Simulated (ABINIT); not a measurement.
In:

```xyz
1
Lattice="-1.8825 1.8825 1.8825 1.8825 -1.8825 1.8825 1.8825 1.8825 -1.8825" Properties=species:S:1:pos:R:3 pbc="T T T"
In    0.0000    0.0000    0.0000
```

This isn't the form of In at room conditions, which is tetragonal.

```yaml
Program: ABINIT 10.8.3 (patched build)
Task: relaxation of cell and atoms
Functional: LDA
Potentials_or_basis: JTH PAW LDA v2.0 sp
Cutoff: 408 eV
k_mesh: 8 × 8 × 8
Occupations: fermi-dirac, width 0.05 eV
Spin: no spin polarisation
```

At the start: pressure -2.5 GPa; volume 26.69 Å³/atom.

**Question.** How do energy, volume and symmetry change on relaxing?

**Answer.** Over 5 steps the energy falls by 13.7 meV/atom and the volume is 25.07 Å³/atom (-6.1 %); space group Im-3m (No. 229, to 0.05 Å).

Step by step:
| step | energy change (eV) | largest force (eV/Å) | pressure (GPa) | volume (Å³) |
| --- | --- | --- | --- | --- |
| 1 | 0.0000 | 0.0000 | -2.53 | 26.69 |
| 2 | -0.0031 | 0.0000 | -2.26 | 26.48 |
| 3 | -0.0135 | 0.0000 | 0.40 | 24.87 |
| 4 | -0.0137 | 0.0000 | -0.05 | 25.09 |
| 5 | -0.0137 | 0.0000 | 0.00 | 25.07 |

Final structure:
```
In
1.0
    -1.84372    1.84372    1.84372
     1.84372   -1.84372    1.84372
     1.84372    1.84372   -1.84372
In
1
Direct
  0.00000 0.00000 0.00000
```

Caveat: this set keeps more shells in the core, which shifts pressures and gaps.
